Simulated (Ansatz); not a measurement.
Si3N4:

```
Si N
1.0
     4.13078    0.00000    0.00000
     0.00000    4.13078    0.00000
     0.00000    0.00000    4.13078
Si N
3 4
Direct
  0.00000 0.00000 0.50000
  0.50000 0.00000 0.00000
  0.00000 0.50000 0.00000
  0.23952 0.23952 0.76048
  0.76048 0.76048 0.76048
  0.23952 0.76048 0.23952
  0.76048 0.23952 0.23952
```

The cell was built by a generator and needn't be a form met in nature.

- Program: Ansatz 0.2.0
- Task: relaxation of cell and atoms
- Functional: r2SCAN
- Dispersion: D3(BJ)
- Potentials or basis: Ansatz PAW
- Cutoff: 500 eV (not typed: the program's choice for these potentials)
- k mesh: 7 × 7 × 7
- Occupations: fermi-dirac, width 0.05 eV
- Spin: no spin polarisation

At the start: volume 10.07 Å³/atom.

Q: Where does the relaxation end?

A: It ends after 5 steps and the volume is 9.76 Å³/atom (-3.1 %); space group P-43m (No. 215, to 0.05 Å).

Step by step:
```
step  energy change (eV)  largest force (eV/Å)  volume (Å³)
   1              0.0000                0.2912        70.48
   2             -0.0408                0.2484        69.22
   3             -0.0544                0.0414        68.27
   4             -0.0546                0.0072        68.32
   5             -0.0540                0.0072        68.32
```

Final structure:
```
Si N
1.0
     4.08804    0.00000    0.00000
     0.00000    4.08804    0.00000
     0.00000    0.00000    4.08804
Si N
3 4
Direct
  0.00000 0.00000 0.50000
  0.50000 0.00000 0.00000
  0.00000 0.50000 0.00000
  0.23949 0.23949 0.76051
  0.76051 0.76051 0.76051
  0.23949 0.76051 0.23949
  0.76051 0.23949 0.23949
```

Caveat: the plane-wave basis is chosen anew once the cell has moved, so the energies of steps on either side of that aren't comparable; the PAW data sets come from PBE, with cores solved anew for the run's functional, which leaves a small shift of forces and pressure; the dispersion damping was fitted for another functional or another form of the correction.
